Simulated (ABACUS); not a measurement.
Runs of ABACUS 3.10.1 on PtSe2 (Sudovikovite). It takes space group P-3m1 (No. 164, trigonal). The conventional cell has a = 3.724 Å, b = 3.724 Å, c = 5.062 Å, α = 90.00°, β = 90.00°, γ = 120.00°. Pt (site symmetry -3m) is surrounded by 6 Se at 2.49 Å. Around Se (site symmetry 3m) lie 3 Pt at 2.49 Å. 

```tsv
task	level	potentials or basis	spin	cell	k mesh	cutoff (eV)	SCF threshold on the density	eigensolver	mixing share	symmetry key	path	mesh quality	gap on the mesh (eV)	pressure (GPa)	relaxed volume (Å³/atom)	largest force (eV/Å)
single point	LDA	GBRV ultrasoft 1.5 LDA, plane waves	off	as given	6 × 6 × 4	544	1e-08	dav	0.7	1	-	not flagged	none	-0.8	-	0.20
relaxation of cell and atoms	r2SCAN	SG15 ONCV 1.2 PBE, plane waves	off	relaxed	5 × 5 × 3	1374	1e-08	dav	0.7	1	-	not flagged	0.51	0.0	21.97	0.01
single point	PBE	Ansatz NC PBE, TZDP LCAO (the cutoffs set its grid)	off	as given	7 × 7 × 5	1361	1e-07	scalapack_gvx	0.7	1	-	not flagged	none	8.1	-	0.76
single point	PBE	PseudoDojo NC SR 0.4.1 PBE standard, DZP LCAO (the cutoffs set its grid)	off	as given	7 × 7 × 5	1361	1e-07	genelpa	0.7	1	-	not flagged	none	(a)	-	0.96
single point	r2SCAN	SG15 ONCV 1.2 PBE, plane waves	off	as given	5 × 5 × 3	1374	1e-08	dav	0.7	1	-	coarse	none	5.1	-	0.36
relaxation of cell and atoms	PBE	Ansatz NC PBE, TZDP LCAO (the cutoffs set its grid)	off	relaxed	7 × 7 × 5	1361	1e-07	genelpa	0.7	1	-	not flagged	0.61	0.1	24.39	0.01
single point	PBE	PseudoDojo NC SR 0.4.1 PBE standard, plane waves	off	as given	8 × 8 × 5	1184	1e-08	dav	0.7	1	-	not flagged	none	7.2	-	(b)
relaxation of cell and atoms	LDA	GBRV ultrasoft 1.5 LDA, plane waves	off	relaxed	6 × 6 × 4	544	1e-08	dav	0.7	1	-	not flagged	none	0.0	19.24	0.01
```

Alike in all rows: smearing fermi-dirac 0.05 eV.

Question: Fill in the values left out.

Answer: (a) 9.9; (b) 0.60.

Caveats: some runs use coarse meshes; the atomic orbitals were generated for these runs and aren't a published set (some runs); the basis of atomic orbitals isn't converged, which shifts pressures, moduli and gaps (some runs); the potentials were made for another functional, which shifts forces and pressure (some runs); spin-orbit coupling is left out, which moves the levels of the heavy elements (some runs); an odd mesh through Γ misses points on the zone boundary, where band edges often lie (some runs); the volume moved by over 15 % at a fixed basis, so the end points are rough (some runs); this functional lacks dispersion, which binds the layers, so the pressure and a relaxed spacing across them are unreliable, and here the layers came unbound (some runs).

A k mesh can miss the band edges, and the runs leave out spin-orbit coupling on Pt, Se.

A gap of «none» marks a metal or a gap under the smearing width.

Not every run made on this cell is shown here.
